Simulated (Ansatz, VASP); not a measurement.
**One calculation of Mg, two programs**

```
Mg
1.0
     5.00898    0.00000    0.00000
    -2.50449    4.33790    0.00000
     0.00000    0.00000    3.10036
Mg
3
Direct
  0.33338 0.00000 0.33333
  0.00000 0.33338 0.66667
  0.66662 0.66662 0.00000
```

Alike in both runs: functional PBEsol; k mesh 6 × 6 × 4; occupations gaussian, width 0.1 eV; no spin polarisation.

Ansatz relaxed the structure, and its values are those at the end. VASP's run is a single point on that final structure, the one shown.

|  | VASP | Ansatz |
| --- | --- | --- |
| version | VASP 6.6.1 | Ansatz 0.2.0 |
| potentials or method | VASP PAW PBE potentials, release 64 (Mg) | scalar-relativistic, plane waves, PAW |
| plane-wave cutoff (eV) | 520 | 420 |
| valence electrons in the cell | 6 | 30 |

|  | VASP | Ansatz | Ansatz less VASP |
| --- | --- | --- | --- |
| gap on the k mesh at the Fermi level (eV) | none | none | - |
| pressure (GPa) | 0.0 | 0.1 | +0.05 |

A gap of «none» marks a metal or a gap that the smearing closes. The two sets of potentials don't hold the same shells in valence.

Caveats: the k mesh is coarse (spacing up to 0.51 Å⁻¹), so the values aren't converged; the PAW data sets were made with another functional, which shifts forces and pressure a little (VASP).
